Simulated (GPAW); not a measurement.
Input of a GPAW 26.7.0 run:

File run.py:

```python
import json
import numpy as np
from ase.dft.bandgap import bandgap
from ase.io import read, write
from gpaw import GPAW, PW
from gpaw.response.g0w0 import G0W0

atoms = read('POSCAR')

calc = GPAW(mode=PW(550),
            xc='PBE',
            kpts={'size': (5, 5, 5), 'gamma': True},
            occupations={'name': 'fermi-dirac', 'width': 0.001},
            nbands=11,
            convergence={'density': 1e-06},
            maxiter=150,
            txt='gpaw.txt')
atoms.calc = calc
energy = atoms.get_potential_energy()
calc.write('gs.gpw')
write('result.traj', atoms)
print(f'Energy: {energy:.6f} eV')
print('Fermi level:', round(calc.get_fermi_level(), 4), 'eV')
print(f'Gap: {bandgap(calc)[0]:.4f} eV, direct: {bandgap(calc, direct=True)[0]:.4f} eV')

calc.diagonalize_full_hamiltonian(nbands=68)
calc.write('full.gpw', mode='all')

ibz = calc.get_ibz_k_points()
gap, vbm, cbm = bandgap(calc, output=None)
gap, direct, _ = bandgap(calc, direct=True, output=None)
gamma = int(np.abs(ibz).sum(1).argmin())
kpts = sorted({gamma, vbm[1], cbm[1], direct[1]})
gw = G0W0(calc='full.gpw',
          filename='gw',
          ecut=101.4,
          ecut_extrapolation=True,
          relbands=(-2, 2),
          kpts=kpts,
          integrate_gamma='WS',
          ppa=True)
gw.calculate()
results = {mode: {key: np.asarray(r[key]).tolist() for key in ['f', 'eps', 'vxc', 'exx', 'sigma', 'Z', 'qp', 'sigma_eskn']}
           for mode, r in gw.all_results.items()}
json.dump({'kpts': ibz[kpts].tolist(), 'results': results}, open('gw.json', 'w'))
for mode, r in results.items():
    f, qp = np.array(r['f']), np.array(r['qp'])
    print(mode, 'quasiparticle energies (eV):')
    print(qp.round(3))
    print(mode, 'gap:', round(qp[f < 0.5].min() - qp[f > 0.5].max(), 4), 'eV')
```

The input POSCAR:

```
BeS
1.0
    0.0000000000      2.4087243418      2.4087243418
    2.4087243418      0.0000000000      2.4087243418
    2.4087243418      2.4087243418      0.0000000000
S Be
1 1
Direct
    0.7500000000      0.7500000000      0.7500000000
    0.0000000000      0.0000000000      0.0000000000
```

Potentials or basis: GPAW PAW data sets (gpaw-data 1.2.1), pw.

The run is started by

```console
$ OMP_NUM_THREADS=1 python run.py
```

(1) Estimate the quasiparticle gap.

(2) Predict the least direct quasiparticle gap.

(3) Estimate the band gap on the k mesh, mean-field level.

Results:

(1) 4.74 eV.

(2) 7.33 eV.

(3) 3.35 eV, indirect (least direct gap 5.63 eV).

Caveat: the k mesh is coarse (spacing up to 0.45 Å⁻¹), so the values aren't converged; the quasiparticle gap is taken among the few k points that were corrected; the long-wavelength limit can be off by a per cent or two; an odd mesh through Γ misses points on the zone boundary, where band edges often lie.
